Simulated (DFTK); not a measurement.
Input of a DFTK 0.8.2 run:

Contents of run.jl:

```julia
using DFTK
using PseudoPotentialData
using Unitful, UnitfulAtomic
using LinearAlgebra, Printf
include("save.jl")
disable_threading()

# lattice vectors are the columns
lattice = austrip(1u"Å") * [   -0.38151126     1.69609995     1.96855757;
               1.90029787     0.02693978     1.76430445;
               1.97204257     1.56359153    -0.24551784]
symbols   = [:Si]
positions = [[0.0, 0.0, 0.0]]
pseudopotentials = PseudoFamily("cp2k.nc.sr.pbe.v0_1.largecore.gth")
elements = Dict(s => ElementPsp(s, pseudopotentials) for s in unique(symbols))
atoms    = [elements[s] for s in symbols]

build_model(lattice, positions; symmetries=true) =
    model_DFT(lattice, atoms, positions;
              functionals=PBE(),
              temperature=austrip(0.05u"eV"),
              smearing=Smearing.FermiDirac(),
              symmetries)
Ecut  = 29.0  # hartree
kgrid = [10, 14, 11]
tol   = 1e-6
to_GPa = ustrip(uconvert(u"GPa", 1u"hartree/bohr^3"))

model = build_model(lattice, positions)
basis = PlaneWaveBasis(model; Ecut, kgrid)
display(basis)
scfres = self_consistent_field(basis;
                               tol,
                               nbandsalg=AdaptiveBands(model; n_bands_converge=7))
display(scfres.energies)
@printf "Fermi level: %.6f eV\n" ustrip(auconvert(u"eV", something(scfres.εF, NaN)))
forces = compute_forces_cart(scfres)
println("Forces (eV/Å)")
for (s, f) in zip(symbols, forces)
    @printf "%-3s %12.6f %12.6f %12.6f\n" s ustrip.(auconvert.(u"eV/Å", f))...
end
stress = compute_stresses_cart(scfres)
println("Stress (GPa)")
display(round.(stress * to_GPa; digits=4))
println("Levels at the first k-point (eV): ", round.(ustrip.(auconvert.(u"eV", scfres.eigenvalues[1][1:scfres.n_bands_converge])); digits=4))
save_scf!(scfres; forces, stress)
```

Potentials or basis: cp2k.nc.sr.pbe.v0_1.largecore.gth (PBE, GTH).

Run with:

```bash
$ julia --threads=1 run.jl  # save.jl only writes the numbers to a file and isn't shown; printed stress counts tension as positive; times include loading and compiling
```

Task: Estimate the band gap on the k mesh.

Result: None (metal or under the smearing width).

Task: Estimate the pressure.

Result: 14.0 GPa.

Stress tensor (GPa, compression positive):
```
23.43  4.81 14.00
 4.81  1.35 -7.02
14.00 -7.02 17.08
```

Caveat: GTH potentials come without recommended cutoffs, and this one wasn't checked for convergence.
